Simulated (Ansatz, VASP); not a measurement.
## Two plane-wave programs on AlN

```
Al N
1.0
     0.00000   -2.20157   -2.20157
    -2.20157    0.00000   -2.20157
     2.20157    2.20157   -4.40314
Al N
2 2
Direct
  0.98869 0.05524 0.00088
  0.51307 0.44653 0.50088
  0.36237 0.42200 0.87330
  0.88422 0.82459 0.37330
```

Change from the starting cell: mode 4 frozen in at -0.154 Å and mode 10 at +0.015 Å (largest displacements).

Alike in both runs: task single point; functional PBE; k mesh 6 × 6 × 6; occupations gaussian, width 0.05 eV; no spin polarisation.

```csv
,VASP,Ansatz
version,VASP 6.6.1,Ansatz 0.2.0
potentials or method,"VASP PAW PBE potentials, release 64 (Al, N)","scalar-relativistic, plane waves, PAW"
plane-wave cutoff (eV),520,520
valence electrons in the cell,16,16
```

Ansatz gave:

```
gap on the k mesh at the Fermi level (eV)       : 3.20
least direct gap on the mesh (eV)               : 3.70
pressure (GPa)                                  : -0.7
largest component of the traceless stress (GPa) : 1.92
rms of the force components (eV/Å)              : 0.370
```

Q: Which values does VASP return?

A: gap on the k mesh at the Fermi level (eV): 3.19; least direct gap on the mesh (eV): 3.70; pressure (GPa): -1.0; largest component of the traceless stress (GPa): 1.92; rms of the force components (eV/Å): 0.372.

Atom by atom the forces differ by 0.002 eV/Å (rms over components).

A k mesh can miss the band edges.
